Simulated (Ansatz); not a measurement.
Method: Ansatz, DFT PBE, scalar-relativistic, plane waves, PAW. All cells share a 420 eV cutoff and Γ-centred k meshes spaced at most about 0.3 Å⁻¹ (about 0.25 or finer for metals, 2π included). No spin polarisation in the final relaxations.

All energies are static (0 K, no zero-point motion). All come from trial cells, and lower structures may exist.

Task: Order these relaxed structures of B₂P₃ by energy, lowest first, with the energy over the lowest of them.
1.

```xyz
5
Lattice="5.5991 0.0000 0.0000 -2.7995 4.8489 0.0000 0.0000 0.0000 2.3879" Properties=species:S:1:pos:R:3 pbc="T T T"
B     0.0000    3.2326    0.0000
B     2.7995    1.6163    0.0000
P     0.8648    1.4979    0.0000
P     3.8694    0.0000    0.0000
P    -1.9347    3.3510    0.0000
```

2.

```xyz
5
Lattice="3.1144 0.0000 0.0000 -1.5572 2.6972 0.0000 0.0000 0.0000 7.5177" Properties=species:S:1:pos:R:3 pbc="T T T"
B     1.5572    0.8991    5.9805
B     0.0000    1.7981    1.5373
P     1.5572    0.8991    2.3525
P     0.0000    1.7981    5.1653
P     0.0000    0.0000    0.0000
```

3.

```xyz
5
Lattice="2.5193 -2.7604 0.0000 2.5193 2.7604 0.0000 0.0000 0.0000 6.2743" Properties=species:S:1:pos:R:3 pbc="T T T"
B     0.0000    0.0000    1.7684
B     0.0000    0.0000    4.5059
P     2.5193    1.3968    3.1371
P     2.5193   -1.3968    3.1371
P     0.0000    0.0000    0.0000
```

4.

```xyz
5
Lattice="3.0687 1.7717 2.3328 -3.0687 1.7717 2.3328 0.0000 -3.5434 2.3328" Properties=species:S:1:pos:R:3 pbc="T T T"
B     0.0000    0.0000    2.5902
B     0.0000    0.0000    4.4081
P    -1.1653   -1.5250    2.3328
P     1.9034   -0.2467    2.3328
P    -0.7381    1.7717    2.3328
```

Result: 4 (0 meV/atom), 1 (37 meV/atom), 2 (189 meV/atom), 3 (373 meV/atom). Forms: 4 R32; 1 P-62m; 2 P-3m1; 3 Cmmm. Counting P atoms around B (those within 1.25 times the shortest such distance or 1.15 times the sum of covalent radii, 1.27 where that leaves under three; a plus sign parts nearer from farther groups): cell 4 has B 3; cell 1 has B 3; cell 2 has B 3+3; cell 3 has B 1+2. Cell 4 holds B–B pairs (shortest 1.82 Å) and P–P chains (shortest 2.38 Å); cell 1 holds P–P chains (shortest 2.39 Å) (bonds between like non-metal atoms; other contacts aren't counted). Even the lowest lies +0.23 eV/atom against the elements.

No dispersion correction is applied, so the spacing and binding between layers, chains or molecules are poorly described (P-3m1), and this can change margins and order among such cells. In R32, P-62m, P-3m1, Cmmm an odd number of electrons in the primitive cell allows no gap without spin; a larger cell or a magnetic state could open one. A magnetic state wasn't ruled out in cells without spin, among them R32, P-62m, P-3m1, Cmmm. With atoms moved at random, P-62m came back. Other cells relaxed within their symmetry can be saddle points. Some structure types and database cells were kept out of the candidates from the start, so a known form may be missing.
